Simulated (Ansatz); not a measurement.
A run of Ansatz 0.2.0 is set up as follows.

File input.yaml:

```yaml
crystal:
  lattice:
    - [2.55868, 0.0, 0.0]
    - [0.0, 2.55861, 0.0]
    - [0.0, 0.0, 23.8]
  atoms:
    - { symbol: Nb, position: [0.0, 0.5, 0.29412] }
  periodic: [true, true, false]
kpoints:
  mp_grid: { grid: [10, 10, 1] }
scf:
  occupations: { method: fermi_dirac, width: 0.05 }
hamiltonian:
  xc: lda
  pseudopotentials: { kind: all_electron, lapw: { basis_error: 0.002 } }
output:
  forces: true
  stress: true
  eigenvalues: true
```

Potentials or basis: all-electron LAPW, scalar-relativistic.

Command:

```bash
$ ansatz run input.yaml --threads 2 --pin off --max-ram 8192MiB --backend cpu --events-out ev --progress --plain --runs-dir out
```

**Question.** What does it give for the work function?

**Answer.** 5.14 eV.

**Question.** Estimate the band gap on the k mesh.

**Answer.** None (metal or under the smearing width).
